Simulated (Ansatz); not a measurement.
# CdSiP2: the cost of one run

The runs shown are made with Ansatz 0.2.0. PAW datasets, plane waves, zero pressure. Computed at 0 K without zero-point motion; spin polarisation is off.

## Step 1: The cell

It is tetragonal, I-42d (No. 122); a = 5.687 Å, c = 10.497 Å in the conventional setting, 21.22 Å³ an atom. Cd has 4 P at 2.57 Å; Si has 4 P at 2.25 Å; P has 2 Si at 2.25 Å and 2 Cd at 2.57 Å.

As a file:

Space group I-42d (No. 122). a = 5.687 Å, b = 5.687 Å, c = 10.497 Å, α = 90.00°, β = 90.00°, γ = 90.00°
```json
{"atom": "Cd", "site": "4a", "symmetry": "-4..", "x": "0.0000", "y": "0.5000", "z": "0.2500"}
{"atom": "Si", "site": "4b", "symmetry": "-4..", "x": "0.5000", "y": "0.5000", "z": "0.0000"}
{"atom": "P", "site": "8d", "symmetry": ".2.", "x": "0.7031", "y": "0.7500", "z": "0.1250"}
```

## Step 2: Relaxation with PBE

The input, input.yaml:

```yaml
crystal:
  lattice:
    - [-2.8436137418, 2.8436137418, 5.2485579018]
    - [2.8436137418, -2.8436137418, 5.2485579018]
    - [2.8436137418, 2.8436137418, -5.2485579018]
  atoms:
    - { symbol: Cd, position: [0.75, 0.25, 0.5] }
    - { symbol: Cd, position: [0.0, 0.0, 0.0] }
    - { symbol: Si, position: [0.5, 0.5, 0.0] }
    - { symbol: Si, position: [0.25, 0.75, 0.5] }
    - { symbol: P, position: [0.875, 0.8281283, 0.4531283] }
    - { symbol: P, position: [0.1718717, 0.625, 0.0468717] }
    - { symbol: P, position: [0.375, 0.4218717, 0.5468717] }
    - { symbol: P, position: [0.5781283, 0.125, 0.9531283] }
kpoints:
  mp_grid: { grid: [6, 6, 6] }
hamiltonian:
  xc: pbe
scf:
  occupations: { method: fermi_dirac, width: 0.02 }
relax:
  f_tol: 0.005
  cell: {}
```

Run with:

```sh
$ ansatz run input.yaml --threads 4 --pin off --max-ram 5529MiB --backend cpu --events-out ev --progress --plain --runs-dir out
```

Q: Estimate wall time and peak memory on 4 threads of AMD EPYC 7R43 (Zen 3), shared host.

About 20 s, with a peak of 0.62 GiB.
